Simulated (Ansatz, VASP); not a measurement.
One calculation of Hf, two programs

File INCAR:

```
ALGO     = Normal         # electronic algorithm
EDIFF    = 1E-6           # SCF threshold, eV
ENCUT    = 520            # plane-wave cutoff, eV
ISIF     = 2              # what is computed and relaxed
ISMEAR   = -1             # smearing method
LASPH    = T              # aspherical terms in the spheres
LCHARG   = F              # write CHGCAR
LREAL    = F              # projectors in reciprocal space
LWAVE    = F              # write WAVECAR
NBANDS   = 11             # bands
NELM     = 100            # most SCF steps
PREC     = Accurate       # precision mode
SIGMA    = 0.1            # smearing width, eV
```

Contents of KPOINTS:

```
k-points
0
Gamma
  14 14 14
```

The input POSCAR:

```
Hf
1.0
    0.0000000000      2.1802972769      2.1802972769
    2.1802972769      0.0000000000      2.1802972769
    2.1802972769      2.1802972769      0.0000000000
Hf
1
Direct
    0.0000000000      0.0000000000      0.0000000000
```

Input for Ansatz:

```yaml
crystal:
  lattice:
    - [0.0, 2.1802972769, 2.1802972769]
    - [2.1802972769, 0.0, 2.1802972769]
    - [2.1802972769, 2.1802972769, 0.0]
  atoms:
    - { symbol: Hf, position: [0.0, 0.0, 0.0] }
hamiltonian:
  xc: lda
  pseudopotentials:
    kind: paw
    azcp:
      Hf: "pseudopotentials/Hf.paw.azcp"
basis:
  ecutwfc: 420
  fft_grid_basis: typed
kpoints:
  mp_grid: { grid: [14, 14, 14], shift: [0, 0, 0] }
magnetization:
  spin_polarized: false
scf:
  occupations: { method: fermi_dirac, width: 0.1 }
  lower_state_search: "off"
output:
  stress: true
  write_density: true
  write_potential: true
  elf: true
  volumetric_format: npy
```

Alike in both runs: task single point; functional LDA; k mesh 14 × 14 × 14; occupations fermi-dirac, width 0.1 eV; no spin polarisation.

|  | VASP | Ansatz |
| --- | --- | --- |
| version | VASP 6.6.1 | Ansatz 0.2.0 |
| potentials or method | VASP PAW LDA potentials, release 64 (Hf_pv) | plane waves (420 eV) with PAW, scalar-relativistic |
| plane-wave cutoff (eV) | 520 | 420 |
| valence electrons in the cell | 10 | 26 |

Ansatz gave:

```
pressure (GPa) : 0.2
```

**Question.** Which values does VASP return?

**Answer.** Pressure (GPa): 0.3.

The two sets of potentials don't hold the same shells in valence. Ansatz warned: «pseudo_functional_mismatch».

Spin-orbit coupling is left out, which matters for the levels of Hf.
